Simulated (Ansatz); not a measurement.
**Varying the input for BN**

The reference input for Ansatz (plane-wave DFT with PAW):

```yaml
crystal:
  lattice:
    - [2.5539396017, 0.0, 0.0]
    - [-1.2769698009, 2.2117765748, 0.0]
    - [0.0, 0.0, 4.226855]
  atoms:
    - { symbol: B, position: [0.66666667, 0.33333333, 0.999724] }
    - { symbol: B, position: [0.33333333, 0.66666667, 0.499724] }
    - { symbol: "N", position: [0.66666667, 0.33333333, 0.625276] }
    - { symbol: "N", position: [0.33333333, 0.66666667, 0.125276] }
basis:
  ecutwfc: 420
kpoints:
  mp_grid: { grid: [6, 6, 4] }
hamiltonian:
  xc: pbe
scf:
  occupations: { method: gaussian, width: 0.1 }
output:
  forces: true
  stress: true
  eigenvalues: true
```

Command:

```bash
ansatz run input.yaml --threads 1 --pin off --max-ram 1331MiB --backend cpu --events-out ev --progress --plain --runs-dir out
```

The run converges in 6 SCF iterations on 21 irreducible k-points: pressure -0.03 GPa, largest force 0.021 eV/Å, gap on the sampled k-points 5.21 eV.

Settings here are deliberately varied, not converged. Each trial's input is given as a difference from the reference's; energies are extrapolated to zero smearing where there is one, and pressure is positive in compression. Charged cells sit in a uniform background, and their pressures hang on that convention.

Trial 1:

```diff
+total_charge: -0.5
 basis:
+  precision: f64
 scf:
+  eigensolver: { kind: davidson }
+  max_iter: 50
```

How does this run end?

The run converges in 6 SCF iterations on 21 irreducible k-points: pressure -7.39 GPa (with the neutralising background of the charged cell), largest force 1.182 eV/Å, no gap.

Trial 2:

```diff
 basis:
-  ecutwfc: 420
+  ecutwfc: 30
 kpoints:
-  mp_grid: { grid: [6, 6, 4] }
+  mp_grid: { grid: [0, 4, 4] }
 scf:
+  eigensolver: { real_solve: false }
+  max_iter: 96
```

What does the program give?

The program refuses the input:

```text
Error: invalid value for `kpoints.mp_grid.grid`: each dimension must be in 1..=255
```

Next try, with these keys changed back:

```diff
 kpoints:
-  mp_grid: { grid: [0, 4, 4] }
+  mp_grid: { grid: [6, 6, 4] }
```

The program refuses the input:

```text
Error: inconsistent input (basis.ecutwfc, kpoints): the smallest per-k basis holds n_pw = 3 plane waves (k-point 0, counted from 0 among those solved) but the deck needs at least 9 band(s) per channel, and no run solves more bands than the smallest per-k basis has plane waves …
```

Next try, with these keys changed back:

```diff
 basis:
-  ecutwfc: 30
+  ecutwfc: 420
```

The run converges in 6 SCF iterations on 21 irreducible k-points: the reference's energy to 0.01 meV per atom, pressure -0.03 GPa, largest force 0.021 eV/Å, gap on the sampled k-points 5.21 eV.

Trial 3:

```diff
 hamiltonian:
+  hubbard: { sites: [{ species: "N", l: p, u_eff: 4.9 }] }
 scf:
-  occupations: { method: gaussian, width: 0.1 }
+  occupations: { method: gaussian }
+  max_iter: 20
```

How does this run end?

The run converges in 7 SCF iterations on 21 irreducible k-points: pressure -4.20 GPa, largest force 0.039 eV/Å, gap on the sampled k-points 5.65 eV. Under a U the state reached may not be the lowest.

Trial 4:

```diff
+total_charge: -0.1
-basis:
-  ecutwfc: 420
+basis: {}
 scf:
-  occupations: { method: gaussian, width: 0.1 }
+  occupations: { method: fermi_dirac, width: 0.011 }
+  mixing: { beta: 0.12 }
+  max_iter: 99
```

How does this run end?

The run converges in 6 SCF iterations on 21 irreducible k-points: pressure -1.43 GPa (with the neutralising background of the charged cell), largest force 0.103 eV/Å, no gap.

Trial 5:

```diff
 hamiltonian:
-  xc: pbe
+  xc: rpbe
```

What does the program give?

The run converges in 6 SCF iterations on 21 irreducible k-points: pressure 5.76 GPa, largest force 0.018 eV/Å, gap on the sampled k-points 5.29 eV. Forces of RPBE on these PAW sets can be off by 10 %.

Trial 6 (volume scaled):

```diff
 crystal:
   lattice:
-    - [2.5539396017, 0.0, 0.0]
-    - [-1.2769698009, 2.2117765748, 0.0]
-    - [0.0, 0.0, 4.226855]
+    - [2.6203051729, 0.0, 0.0]
+    - [-1.3101525865, 2.2692508454, 0.0]
+    - [0.0, 0.0, 4.3366922281]
 kpoints:
-  mp_grid: { grid: [6, 6, 4] }
+  mp_grid: { grid: [6, 7, 2], shift: [0.5, 0.5, 0] }
 scf:
-  occupations: { method: gaussian, width: 0.1 }
+  occupations: { method: fixed }
```

How does this run end?

The run converges in 6 SCF iterations on 42 irreducible k-points: energy 37.1 meV per atom above the reference, pressure -24.73 GPa, largest force 0.103 eV/Å, gap on the sampled k-points 5.74 eV. It warns that the mesh lowers the symmetry.